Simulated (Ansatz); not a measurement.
**MnO2 in Ansatz: the effect of starting spin order**

The system is MnO2.

```xyz
6
Lattice="2.8550 0.0000 0.0000 -1.4275 2.4725 0.0000 0.0000 0.0000 10.2217" Properties=species:S:1:pos:R:3 pbc="T T T"
Mn    0.0000    0.0000    5.1109
Mn    0.0000    0.0000    0.0000
O     1.4275    0.8242    4.1588
O     1.4275    0.8242    0.9521
O     0.0000    1.6483    6.0630
O     0.0000    1.6483    9.2697
```

Measurements of this composition are mostly on another form, of space group No. 136.

Alike in all runs:

- Program: Ansatz 0.2.0
- Task: single point
- Functional: PBEsol
- Potentials or basis: Ansatz PAW
- Cutoff: 420 eV (not typed: the program's choice for these potentials)
- k mesh: 11 × 11 × 3
- Occupations: fermi-dirac, width 0.05 eV

Problem. One run gave: energy over the lowest run 367.7 meV/atom; final net moment 0.00 μB; final largest site moment 0.00 μB. Which starting spin order did it use?
A. spin off
B. afm
C. ferromagnetic start, larger moments
D. fm
E. random

Solution. A.

```csv
starting spin order,spin,starting moments,energy over the lowest run (meV/atom),final net moment (μB),final largest site moment (μB)
spin off,no spin polarisation,-,367.7,0.00,0.00
fm,"collinear spin, ferromagnetic start","[4.0, 4.0, 0.0, 0.0, 0.0, 0.0] μB",0.2,6.00,2.49
afm,"collinear spin, antiferromagnetic start","[4.0, -4.0, 0.0, 0.0, 0.0, 0.0] μB",0.0,0.00,2.49
ferri,"collinear spin, ferrimagnetic start","[4.0, -2.0, 0.0, 0.0, 0.0, 0.0] μB",0.0,0.00,2.49
random,"collinear spin, random start","[-2.09, 4.04, 0.0, 0.0, 0.0, 0.0] μB",0.0,0.00,2.49
"ferromagnetic start, larger moments","collinear spin, ferromagnetic start","[5.5, 5.5, 0.0, 0.0, 0.0, 0.0] μB",0.2,6.00,2.49
```
